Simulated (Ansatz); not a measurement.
# Field gradients against strain in GaP

```xyz
2
Lattice="0.0000 2.7252 2.7252 2.7252 0.0000 2.7252 2.7252 2.7252 0.0000" Properties=species:S:1:pos:R:3 pbc="T T T"
Ga    0.0000    0.0000    0.0000
P     4.0879    4.0879    4.0879
```

Atoms are numbered in the order listed.

The cell is COD entry 9008846, as deposited and not checked against the literature; nothing was relaxed.

Method: Ansatz 0.2.0, DFT, PBEsol, all-electron PAW with datasets made for the crystal, scalar-relativistic.

Numerical set-up: a Γ-centred 12×12×12 k mesh, Fermi–Dirac smearing of 0.08 eV, cutoff 240 eV (chosen by the program for this cell), no spin polarisation.

The strain is applied along the Cartesian axes of the cell as listed (the other components stay zero). Fractional coordinates are held (clamped ions).

The columns are Cartesian components of the electric field gradient at the nuclei, in 10²¹ V/m².

Only quantities that a quadratic follows smoothly over the whole series are listed; rougher ones are left out.

```tsv
εzz	Vzz at Ga1	Vzz at P2
-0.0200	0.41	-0.24
0.0000	0.00	0.00
0.0100	-0.20	0.12
0.0200	-0.39	0.25
```

Question: Fit the series and give the gradient–strain slopes.

Answer: Least-squares fits y = p0 + p1 x + p2 x² to the rows give Vzz at Ga1: p1 = -20, p2 = 27; Vzz at P2: p1 = 12.2, p2 = 16. The slopes p1 are in 10²¹ V/m² per unit strain, for clamped ions.

Question: One run, at εzz = -0.0100, is withheld. Predict its row.

Answer: The fits give 0.20, -0.12; the run gave 0.20, -0.12.
